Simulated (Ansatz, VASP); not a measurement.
# One calculation of BN, two programs

```
B N
1.0
     2.52278    0.00000    0.00000
    -1.26139    2.18479    0.00000
     0.00000    0.00000    4.17446
B N
2 2
Direct
  0.66667 0.33333 0.99971
  0.33333 0.66667 0.49971
  0.66667 0.33333 0.62529
  0.33333 0.66667 0.12529
```

Alike in both runs: functional LDA; k mesh 12 × 12 × 6; occupations gaussian, width 0.02 eV; no spin polarisation.

Ansatz relaxed the structure, and its values are those at the end. VASP's run is a single point on that final structure, the one shown.

|  | VASP | Ansatz |
| --- | --- | --- |
| version | VASP 6.6.1 | Ansatz 0.2.0 |
| potentials or method | VASP PAW LDA potentials, release 64 (B, N) | scalar-relativistic, plane waves, PAW |
| plane-wave cutoff (eV) | 520 | 600 |
| valence electrons in the cell | 16 | 16 |

|  | VASP | Ansatz | Ansatz less VASP |
| --- | --- | --- | --- |
| gap on the k mesh at the Fermi level (eV) | 4.90 | 4.93 | +0.020 |
| least direct gap on the mesh (eV) | 8.28 | 8.29 | +0.007 |
| pressure (GPa) | 1.2 | 0.0 | -1.18 |

Ansatz warned: «pseudo_functional_mismatch».

A k mesh can miss the band edges. A hybrid or GW would open this gap; LDA tends to underestimate it.
